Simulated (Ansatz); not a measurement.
Computed with Ansatz on PBE0-D4/def2-TZVP structures; ΔE is electronic, products minus reactants. CBS: MP2 limit from def2 TZ/QZ plus the TZ coupled-cluster correction, frozen cores. DFT in def2-TZVPP. B3LYP here is the variant with VWN-RPA as its local correlation; programs differ in this. Each species was taken in one conformer, which may not be the lowest.

Consider the formal exchange of groups at the Si–O bond: `CC(=O)O[SiH2]Cl` + `CCC` → `CCC[SiH2]Cl` + `CC(=O)O`.

Problem. Is it downhill or uphill in electronic energy at CCSD(T)/CBS, and by how much? (An estimate is asked.)

Solution. Ansatz gave: Uphill: ΔE = +21.0 kcal/mol.

Problem. What do these levels give: B3LYP-D4, HF/def2-TZVPP, SCS-MP2/def2-TZVPP, CCSD/def2-TZVPP, CCSD(T)/def2-TZVPP, MP2/def2-QZVPP? (An estimate is asked.)

Solution. The calculation gave: B3LYP-D4 20.9, HF/def2-TZVPP 24.1, SCS-MP2/def2-TZVPP 22.0, CCSD/def2-TZVPP 21.5, CCSD(T)/def2-TZVPP 21.2, MP2/def2-QZVPP 21.3 kcal/mol.

Largest T1 diagnostic among the species: 0.015.

From PBE to PBE0 (25 % exact exchange), in def2-TZVPP and without D4, ΔE moves by +0.7 kcal/mol. In def2-TZVPP, CCSD(T) changes the Hartree–Fock value by −2.9 kcal/mol (the triples alone add −0.3 kcal/mol) and MP2 by −2.8 kcal/mol.
